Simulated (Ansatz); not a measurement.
**Structures of WC: which is lowest?**

Plane-wave DFT in Ansatz with scalar-relativistic PAW potentials, cutoff 500 eV, Γ-centred meshes chosen by cell and gap, Gaussian smearing with energies taken to zero width. Every cell was relaxed (cell and atoms) in a run of its own, within the symmetry of its start. Functional: r2SCAN.

Relaxed structures (starts from databases or built by putting these elements on another compound's sites):
A. Fm-3m, 2 atoms in the computed cell, a = 4.365 Å; sites (symmetry × multiplicity) W m-3m × 4, C m-3m × 4; start: database
B. P-6m2, 2 atoms in the computed cell, a = 2.912 Å, c = 2.836 Å; sites (symmetry × multiplicity) W -6m2 × 1, C -6m2 × 1; start: database

Problem. Rank them by energy. Could pressure change the order?

Solution.
| structure | group | E − E(lowest) (meV/atom) | V (Å³/atom) | gap on mesh (eV) |
| --- | --- | --- | --- | --- |
| B | P-6m2 | 0.0 | 10.41 | 0.00 |
| A | Fm-3m | 493 | 10.39 | 0.00 |

B is lowest, 493 meV/atom under A. The two lowest differ in volume by under 3 %, too little for a first-order estimate of what pressure does to that pair (other pairs aren't weighed here); with rigid cells even 3 % in favour of the higher one would need about 253 GPa. Other structures may lie lower than all of these, and vibrations aren't counted.

Spin-orbit coupling is left out, which matters for the bands of heavy elements.